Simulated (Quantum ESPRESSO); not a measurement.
AlCu, 2 atoms in the cell. Symmetry: Pm-3m, No. 221, cubic system. Conventional cell: a = 2.998 Å, b = 2.998 Å, c = 2.998 Å, α = 90.00°, β = 90.00°, γ = 90.00°. Cu (site symmetry m-3m) is surrounded by 8 Al at 2.60 Å. Al (site symmetry m-3m) has 8 Cu at 2.60 Å as nearest neighbours. The cell comes from a database or a generator and needn't be the stable form of this composition.

| Item | Value |
| --- | --- |
| Program | Quantum ESPRESSO 7.5 |
| Task | phonons |
| Functional | LDA |
| Potentials or basis | GBRV 1.5 LDA |
| Cutoff | 762 eV |
| Density cutoff | 6095 eV |
| k mesh | 9 × 9 × 9 |
| Occupations | cold, width 0.2 eV |
| Spin | no spin polarisation |
| Form of the LDA correlation | PZ81 |
| Mixing beta | 0.5 |
| Most SCF iterations | 120 |
| SCF threshold | 4e-10 Ry |

Potentials or basis: GBRV 1.5 LDA.

Run with:

```sh
$ OMP_NUM_THREADS=1 pw.x -in pw.in > pw.out
$ OMP_NUM_THREADS=1 pw.x -in relax.in > relax.out
$ OMP_NUM_THREADS=1 pw.x -in scf2.in > scf2.out
$ OMP_NUM_THREADS=1 ph.x -in ph.in > ph.out
$ OMP_NUM_THREADS=1 dynmat.x -in dynmat.in > dynmat.out
```

Hardware: 1 thread of Intel(R) Xeon(R) Processor @ 2.50GHz (Skylake/Cascade Lake) (shared host).

**Question.** Estimate the wall time of this run.

**Answer.** Run time: 12 min on 1 thread of Intel(R) Xeon(R) Processor @ 2.50GHz (Skylake/Cascade Lake), with other jobs on the host, peak memory 0.17 GiB. Counts: scf iterations 122, k pools 1, bands 18, ion steps 5, k points 35, g dense 29039.
